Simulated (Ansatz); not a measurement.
KF (zincblende), relaxed with r2SCAN, was run in the PAW code Ansatz under altered settings. All numbers are computed, without spin polarisation but where a row says otherwise.

```
CELL_PARAMETERS angstrom
0.00000 2.93540 2.93540
2.93540 0.00000 2.93540
2.93540 2.93540 0.00000
ATOMIC_POSITIONS crystal
K 0.00000 0.00000 0.00000
F 0.25000 0.25000 0.25000
```

The base run's other keys:
```yaml
kpoints:
  mp_grid: { grid: [4, 4, 4] }
hamiltonian:
  xc: hse06
scf:
  occupations: { method: fixed }
  n_extra_bands: 4
```

It takes 13 iterations with 965 plane waves at 420 eV and 8 k points, and leaves a mean stress of +0.43 GPa. The gap over this mesh is 7.038 eV. It ran on 4 threads of Arm Neoverse V2, on a shared host.

Outcomes, with energy and stress as changes against the base:

| setting | outcome | ΔF (meV/atom) | Δ mean stress (GPa) | gap on the mesh (eV) | iterations | wall time |
| --- | --- | --- | --- | --- | --- | --- |
| PBE hybrid, exx coeff 0.15, unscreened | converged | – | +0.2 | 6.743 | 9 | 2.8 s |
| PBE hybrid, exx coeff 0.05, unscreened | converged | – | +0.4 | 5.689 | 9 | 2.7 s |
| PBE hybrid, exx coeff 0.35, omega 0.5 1/Å | converged | – | -0.2 | 6.794 | 13 | 3.2 s |
| scf.occupations: cold 0.05 | converged | 0.0 | 0.0 | 7.038 | 13 | 3 s |
| scf.mixing.preconditioner: resta | converged | 0.0 | 0.0 | 7.038 | 13 | 3 s |

A dash marks a value that wasn't obtained or can't be compared. Stress is positive in compression. The base took 3 s.

- PBE hybrid, exx coeff 0.15, unscreened. That is 15 % exact exchange, at all ranges, against HSE06's 25 % screened at 0.208 1/Å. The mean stress moves by +0.2 GPa and the gap on the mesh by -0.295 eV (to 6.743). Totals of different functionals aren't comparable.
- PBE hybrid, exx coeff 0.05, unscreened. That is 5 % exact exchange, at all ranges, against HSE06's 25 % screened at 0.208 1/Å. The mean stress moves by +0.4 GPa and the gap on the mesh by -1.349 eV (to 5.689). Totals of different functionals aren't comparable.
- PBE hybrid, exx coeff 0.35, omega 0.5 1/Å. That is 35 % exact exchange, screened with ω = 0.5 1/Å, against HSE06's 25 % screened at 0.208 1/Å. The mean stress moves by -0.2 GPa and the gap on the mesh by -0.244 eV (to 6.794). Totals of different functionals aren't comparable.

Within 1 meV an atom, 0.1 GPa and 0.005 eV of the base stay: scf.occupations: cold 0.05; scf.mixing.preconditioner: resta.

The stress of a hybrid is loosely converged in these runs.

The meshes of the hybrids are coarse, so their gaps aren't converged to the digits shown.
